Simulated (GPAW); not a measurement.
# PbS (Pm-3m) in GPAW: settings compared

The runs below take PbS through single point, with PBE, LDA.

All numbers are computed with GPAW 26.7.0; they aren't measurements. Logs are shortened: lines on timing, memory, paths and dates and some standing lists are left out, and cuts for length are marked. The log counts tension as positive stress, the text compression.

## (1) Starting point

Symmetry: Pm-3m, No. 221, cubic system. The conventional cell has a = 3.654 Å, b = 3.654 Å, c = 3.654 Å, α = 90.00°, β = 90.00°, γ = 90.00°. Around Pb (site symmetry m-3m) lie 8 S at 3.16 Å. S (site symmetry m-3m) has 8 Pb at 3.16 Å as nearest neighbours.

Measurements of this composition are mostly on another form, of space group No. 225.

## (2) Single point, PBE

File run.py:

```python
from ase import Atoms
from ase.dft.bandgap import bandgap
from ase.io import write
from ase.units import GPa
from gpaw import GPAW, PW

atoms = Atoms(['Pb', 'S'],
              cell=[[3.653659, 0.0, 0.0],
                    [0.0, 3.653659, 0.0],
                    [0.0, 0.0, 3.653659]],
              scaled_positions=[[0.0, 0.0, 0.0],
                                [0.5, 0.5, 0.5]],
              pbc=True)

calc = GPAW(mode=PW(450),
            xc='PBE',
            kpts={'size': (6, 6, 6), 'gamma': True},
            occupations={'name': 'fermi-dirac', 'width': 0.05},
            nbands=19,
            maxiter=120,
            txt='gpaw.txt')
atoms.calc = calc
energy = atoms.get_potential_energy()
forces = atoms.get_forces()
stress = atoms.get_stress()
calc.write('gs.gpw')
write('result.traj', atoms)
print(f'Energy: {energy:.6f} eV')
print('Forces (eV/A):')
print(forces.round(4))
print('Stress (GPa):', (stress / GPa).round(3))
print('Fermi level:', round(calc.get_fermi_level(), 4), 'eV')
print(f'Gap: {bandgap(calc)[0]:.4f} eV, direct: {bandgap(calc, direct=True)[0]:.4f} eV')
```

Potentials or basis: GPAW PAW data sets (gpaw-data 1.2.1), pw.

Started as:

```bash
OMP_NUM_THREADS=1 python run.py
```

gpaw.txt:

```text
__  _  _
 | _ |_)|_||  |
 |__||  | ||/\| - 26.7.0

Input parameters:
  mode=PW(ecut=450.00000000000006),
  kpts=MonkhorstPack(size=(6, 6, 6), gamma=True),
  maxiter=120,
  nbands=19,
  occupations=Occupations(name='fermi-dirac', width=0.05),
  xc=XC(name='PBE')

Diagonalizing LCAO Hamiltonian
Converting LCAO to pw mode
   .--------.
  /|        |
 * |        |
 | |   S    |
 | .--------.
 |/        /
 Pb-------*

Atoms  # Å, Bohr magnetons
|   | symbol |        x |        y |        z |    initial magnetic moments |
|---|--------|----------|----------|----------|-----------------------------|
| 0 |     Pb | 0.000000 | 0.000000 | 0.000000 | ( 0.0000,  0.0000,  0.0000) |
| 1 |      S | 1.826830 | 1.826830 | 1.826830 | ( 0.0000,  0.0000,  0.0000) |

Unit cell  # Å
| periodic |        x |        y |        z |  lengths |    angles |
|----------|----------|----------|----------|----------|-----------|
|      yes | 3.653659 | 0.000000 | 0.000000 | 3.653659 | 90.000000 |
|      yes | 0.000000 | 3.653659 | 0.000000 | 3.653659 | 90.000000 |
|      yes | 0.000000 | 0.000000 | 3.653659 | 3.653659 | 90.000000 |

Number of symmetries: 48
Symmetry operations  # r_c * U_cc + t_c -> r_c
|    | kind |            matrix            |
|----|------|------------------------------|
|  0 |  E   |  1, 0, 0,  0, 1, 0,  0, 0, 1 |
|  1 |  σ   |  1, 0, 0,  0, 1, 0,  0, 0,-1 |
|  2 |  σ   |  1, 0, 0,  0, 0, 1,  0, 1, 0 |
|  3 |  C4  |  1, 0, 0,  0, 0, 1,  0,-1, 0 |
|  4 |  C4  |  1, 0, 0,  0, 0,-1,  0, 1, 0 |
|  5 |  σ   |  1, 0, 0,  0, 0,-1,  0,-1, 0 |
|  6 |  σ   |  1, 0, 0,  0,-1, 0,  0, 0, 1 |
|  7 |  C2  |  1, 0, 0,  0,-1, 0,  0, 0,-1 |
|  8 |  σ   |  0, 1, 0,  1, 0, 0,  0, 0, 1 |
|  9 |  C2  |  0, 1, 0,  1, 0, 0,  0, 0,-1 |
| 10 |  C3  |  0, 1, 0,  0, 0, 1,  1, 0, 0 |
| 11 |  S6  |  0, 1, 0,  0, 0, 1, -1, 0, 0 |
| 12 |  S6  |  0, 1, 0,  0, 0,-1,  1, 0, 0 |
| 13 |  C3  |  0, 1, 0,  0, 0,-1, -1, 0, 0 |
| 14 |  C4  |  0, 1, 0, -1, 0, 0,  0, 0, 1 |
| 15 |  S4  |  0, 1, 0, -1, 0, 0,  0, 0,-1 |
| 16 |  C3  |  0, 0, 1,  1, 0, 0,  0, 1, 0 |
| 17 |  S6  |  0, 0, 1,  1, 0, 0,  0,-1, 0 |
| 18 |  σ   |  0, 0, 1,  0, 1, 0,  1, 0, 0 |
| 19 |  C4  |  0, 0, 1,  0, 1, 0, -1, 0, 0 |
| 20 |  C2  |  0, 0, 1,  0,-1, 0,  1, 0, 0 |
| 21 |  S4  |  0, 0, 1,  0,-1, 0, -1, 0, 0 |
| 22 |  S6  |  0, 0, 1, -1, 0, 0,  0, 1, 0 |
| 23 |  C3  |  0, 0, 1, -1, 0, 0,  0,-1, 0 |
| 24 |  S6  |  0, 0,-1,  1, 0, 0,  0, 1, 0 |
| 25 |  C3  |  0, 0,-1,  1, 0, 0,  0,-1, 0 |
| 26 |  C4  |  0, 0,-1,  0, 1, 0,  1, 0, 0 |
| 27 |  σ   |  0, 0,-1,  0, 1, 0, -1, 0, 0 |
| 28 |  S4  |  0, 0,-1,  0,-1, 0,  1, 0, 0 |
| 29 |  C2  |  0, 0,-1,  0,-1, 0, -1, 0, 0 |
| 30 |  C3  |  0, 0,-1, -1, 0, 0,  0, 1, 0 |
| 31 |  S6  |  0, 0,-1, -1, 0, 0,  0,-1, 0 |
| 32 |  C4  |  0,-1, 0,  1, 0, 0,  0, 0, 1 |
| 33 |  S4  |  0,-1, 0,  1, 0, 0,  0, 0,-1 |
| 34 |  S6  |  0,-1, 0,  0, 0, 1,  1, 0, 0 |
| 35 |  C3  |  0,-1, 0,  0, 0, 1, -1, 0, 0 |
| 36 |  C3  |  0,-1, 0,  0, 0,-1,  1, 0, 0 |
| 37 |  S6  |  0,-1, 0,  0, 0,-1, -1, 0, 0 |
| 38 |  σ   |  0,-1, 0, -1, 0, 0,  0, 0, 1 |
| 39 |  C2  |  0,-1, 0, -1, 0, 0,  0, 0,-1 |
| 40 |  σ   | -1, 0, 0,  0, 1, 0,  0, 0, 1 |
| 41 |  C2  | -1, 0, 0,  0, 1, 0,  0, 0,-1 |
| 42 |  C2  | -1, 0, 0,  0, 0, 1,  0, 1, 0 |
| 43 |  S4  | -1, 0, 0,  0, 0, 1,  0,-1, 0 |
| 44 |  S4  | -1, 0, 0,  0, 0,-1,  0, 1, 0 |
| 45 |  C2  | -1, 0, 0,  0, 0,-1,  0,-1, 0 |
| 46 |  C2  | -1, 0, 0,  0,-1, 0,  0, 0, 1 |
| 47 |  i   | -1, 0, 0,  0,-1, 0,  0, 0,-1 |

BZ-sampling:
  Number of BZ points: 216
  Number of IBZ points: 20

  Monkhorst-Pack size: [6, 6, 6]
  Monkhorst-Pack shift: [0.08333333333333333, 0.08333333333333333, 0.08333333333333333]

K-points  # in reciprocal-cell coordinates
|     |                                coordinates |     weight |
|-----|--------------------------------------------|------------|
|   0 | (  0.00000000,   0.00000000,   0.00000000) | 0.00462963 |
|   1 | (  0.16666667,   0.00000000,   0.00000000) | 0.02777778 |
|   2 | (  0.16666667,   0.16666667,   0.00000000) | 0.05555556 |
|   3 | (  0.16666667,   0.16666667,   0.16666667) | 0.03703704 |
|   4 | (  0.33333333,   0.00000000,   0.00000000) | 0.02777778 |
|   5 | (  0.33333333,   0.16666667,   0.00000000) | 0.11111111 |
|   6 | (  0.33333333,   0.16666667,   0.16666667) | 0.11111111 |
|   7 | (  0.33333333,   0.33333333,   0.00000000) | 0.05555556 |
|   8 | (  0.33333333,   0.33333333,   0.16666667) | 0.11111111 |
|   9 | (  0.33333333,   0.33333333,   0.33333333) | 0.03703704 |
| ... |                                            |            |
|  19 | (  0.50000000,   0.50000000,   0.50000000) | 0.00462963 |

Plane wave coefficients: 1068
Cutoff: 450.00000000000006 eV

Spin-components: 1 (collinear spins)
Bands:           19
Projectors:      11
Spin-degeneracy: 2
Datatype:        complex128

Parallelization:
  kpt:    1
  domain: 1
  band:   1

Density:
  Valence electrons: 20.0
  Components: 1
  Grid points: [18 18 18]
  Charge: 0.0  # |e|

Potential:
  Grid points: [18 18 18]

species:
  Pb:
    name:    Lead
    Z:       82.0
    valence: 14
    core:    68
    charge:  0.0  # [|e|]
    compensation charges:
      type: gauss
      rc: 0.38  # [Å]
      lmax: 2
    cutoffs:
      filter: 2.36  # [Å]
      core: 2.43  # [Å]
    projectors
    | kind |    occ | energy [eV] | rcut [Å] |
    |------|--------|-------------|----------|
    |   6s |  2.000 |     -11.969 |    1.259 |
    |   6p |  2.000 |      -3.506 |    1.275 |
    |   5d | 10.000 |     -21.211 |    1.217 |
    |    s |        |      15.243 |    1.259 |
    |    p |        |      23.705 |    1.275 |
    |    d |        |       6.001 |    1.217 |

    Using partial waves for Pb as LCAO basis

  S:
    name:    Sulfur
    Z:       16.0
    valence: 6
    core:    10
    charge:  0.0  # [|e|]
    compensation charges:
      type: gauss
      rc: 0.24  # [Å]
      lmax: 2
    cutoffs:
      filter: 1.77  # [Å]
      core: 1.66  # [Å]
    projectors
    | kind |    occ | energy [eV] | rcut [Å] |
    |------|--------|-------------|----------|
    |   3s |  2.000 |     -17.254 |    0.974 |
    |   3p |  4.000 |      -7.008 |    0.979 |
    |    s |        |       9.957 |    0.974 |
    |    p |        |      20.203 |    0.979 |
    |    d |        |       0.000 |    0.900 |

    Using partial waves for S as LCAO basis

Reference energy: -578132.083262  # eV

eigensolver:
  PPCG
  Converge bands: occupied
  niter=2

density mixing:
  MSR1-Mixer
  Pratt-step length: 0.05
  Maximum mixing coefficient: 0.75
  Old densities: 10
  SVD Regularization: 0.005
  Good broyden scale: 1.0
  Trust region scale: 1.0
  Backstep threshold: 4.0
  History deletion threshold: 6.0
  Fourier metric: weight=20.0, sigma=0.015

occupation numbers:
  Fermi-Dirac:
    width: 0.0500  # eV

poisson solver:
  ecut: 3600.0000000000005  # eV

xc functional:
  name: PBE with 2 nearest neighbor stencil

convergence criteria:
- Maximum [total energy] change in last 3 cyles: 0.0005 eV / valence electron
- Maximum integral of absolute [dens]ity change: 0.0001 electrons / valence electron
- Maximum integral of absolute [eigenst]ate change: 4e-08 eV^2 / valence electron
maximum number of iterations: 120

SCF iterations
|iter     | |      energy | eigst |  dens |
|---------|-|-------------|-------|-------|
|iter:   1| |   -9.075777 | -0.21 |       |
|iter:   2| |   -8.914227 | -2.14 | -1.12 |
|iter:   3| |   -8.443361 | -1.49 | -1.17 |
|iter:   4| |   -8.439614 | -3.64 | -1.84 |
|iter:   5| |   -8.439089c| -4.22 | -2.14 |
|iter:   6| |   -8.439115c| -5.61 | -3.10 |
|iter:   7| |   -8.439122c| -6.48 | -3.52 |
|iter:   8| |   -8.439123c| -7.75c| -4.55c|

Converged in 8 steps
Energy contributions relative to reference atoms: (reference = -578132.083262)

Energy contributions:
  Kinetic:          14.910908
  Coulomb:         -15.321584
  Zero:              0.028626
  External:          0.000000
  Xc:               -8.055377
  Entropy:          -0.003392
  Spinorbit:         0.000000
  ----------------------------
  Free energy:      -8.440819
  Extrapolated:     -8.439123

dipole moment: (-15.433633, -15.433633, -15.433633)  # |e|*Ang

Fermi level: 6.610
Eigenvalues  # (at kpt = [0.000, 0.000, 0.000])
| band index |      eig [eV] | occ [0-2] |
|------------|---------------|-----------|
|          0 |       -10.350 |     2.000 |
|        ... |               |           |
|          2 |       -10.148 |     2.000 |
|          3 |       -10.148 |     2.000 |
|          4 |       -10.148 |     2.000 |
|          5 |        -6.560 |     2.000 |
|          6 |        -0.119 |     2.000 |
|          7 |         4.964 |     2.000 |
[... 9 lines left out ...]
|         17 |        19.177 |     0.000 |
|         18 |        19.319 |     0.000 |

No gap
No difference between direct/indirect transitions

Forces  # eV/Ang
|        x |       y |       z |
|----------|---------|---------|
|  0.00000 | 0.00000 | 0.00000 |  # Pb   0
| -0.00000 | 0.00000 | 0.00000 |  # S    1

Stress tensor  # eV/Ang^3
|        x |        y |        z |
|----------|----------|----------|
| 0.005117 | 0.000000 | 0.000000 |
| 0.000000 | 0.005117 | 0.000000 |
| 0.000000 | 0.000000 | 0.005117 |

# Writing to gs.gpw (mode='')
```

It took 6.4 s on 1 thread of Intel Xeon Platinum 8375C at 2.90GHz (Ice Lake), shared host; peak memory 0.14 GiB.

What came out:

| Item | Value |
| --- | --- |
| Free energy | -8.4408 eV |
| Pressure | -0.8 GPa |
| Band gap on the k mesh | none (metal or under the smearing width) |

Caveat: the cutoff is short for stress and forces, so pressures can be off by a GPa or more. Spin-orbit coupling is left out, which matters for the levels of Pb.

## (3) Single point, LDA

Changes to run.py since step 2:

```diff
@@ -14,4 +14,4 @@
 
-calc = GPAW(mode=PW(450),
-            xc='PBE',
+calc = GPAW(mode=PW(500),
+            xc='LDA',
             kpts={'size': (6, 6, 6), 'gamma': True},
```

Potentials or basis: the program's PAW data sets (release 1.2.1) made for this functional, pw.

Started as:

```bash
OMP_NUM_THREADS=1 python run.py
```

Run time: 3.5 s. Hardware: 1 thread of AMD EPYC 9B45 (Zen 5), shared host; peak memory 0.14 GiB.

The run converged. Its results:

```yaml
Free_energy: -9.7360 eV
Pressure: -5.5 GPa
Band_gap_on_the_k_mesh: none (metal or under the smearing width)
```

Levels at points of the mesh, in eV from the Fermi level:
```csv
k point,band 7,band 8,band 9,band 10,band 11,band 12,band 13,band 14
"(0.00, 0.00, 0.00)",-6.79,-1.63,-1.63,-1.63,5.38,5.38,6.33,6.33
"(0.50, 0.00, 0.00)",-9.09,-0.48,-0.48,-0.14,0.14,3.75,3.75,6.60
"(0.50, 0.50, 0.00)",-7.35,-4.51,-4.51,-0.28,4.05,4.05,5.69,7.07
"(0.50, 0.50, 0.50)",-6.05,-2.39,-2.39,-2.39,-0.64,-0.64,-0.64,13.54
```

Caveat: the cutoff is short for stress and forces, so pressures can be off by a GPa or more. Spin-orbit coupling is left out, which matters for the levels of Pb.
